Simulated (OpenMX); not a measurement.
Runs of OpenMX 3.8.5 on CdS (Greenockite). The structure is hexagonal, space group P6_3mc (No. 186). Conventional cell: a = 4.150 Å, b = 4.150 Å, c = 6.737 Å, α = 90.00°, β = 90.00°, γ = 120.00°. Cd (site symmetry 3m) is surrounded by 4 S at 2.53 to 2.54 Å. S (site symmetry 3m) has 4 Cd at 2.53 to 2.54 Å as nearest neighbours. 

```tsv
task	level	potentials or basis	max SCF cycles	grid points, held for all volumes	gap on the mesh (eV)	pressure (GPa)	V0 of scaled cells (Å³/atom)	B0 (GPa)	largest force (eV/Å)
band structure	PBE	OpenMX 2013 PBE set, Cd7.0-s3p2d2f1, S7.0-s3p2d2f1, grid cutoff 500 Ry	100	-	(b)	2.3	-	-	(a)
equation of state	PBE	OpenMX 2013 PBE set, Cd7.0-s3p2d2, S7.0-s2p2d1f1, fixed grid of 48 × 48 × 90 points	-	48 × 48 × 90	-	-	26.32	52	-
equation of state	PBE	OpenMX 2013 PBE set, Cd7.0-s3p2d1, S7.0-s2p2d1, fixed grid of 48 × 48 × 90 points	-	48 × 48 × 90	-	-	26.07	57	-
band structure	LDA	OpenMX 2013 LDA set, Cd7.0-s3p2d2, S7.0-s2p2d1f1, grid cutoff 500 Ry	100	-	1.07	-2.7	-	-	0.08
band structure	PBE	OpenMX 2013 PBE set, Cd7.0-s3p2d2, S7.0-s2p2d1f1, grid cutoff 500 Ry	100	-	1.35	2.7	-	-	0.08
```

Alike in all rows: no spin polarisation; cell as given; k mesh 7 × 7 × 5; smearing fermi-dirac 0.05 eV.

Problem. Estimate the missing entries.

Solution. (a) 0.07; (b) 1.27.

Caveats: the basis of atomic orbitals isn't converged, which shifts pressures, moduli and gaps; volumes in these bases differ from converged ones by about 1 %, for some elements by several (some runs); the cell was scaled at fixed shape and fractional positions, which overstates the stiffness of a crystal with free parameters, most of all of layers and chains (some runs).

A k mesh can miss the band edges, and the runs leave out spin-orbit coupling on Cd.

Not every run made on this cell is shown here.
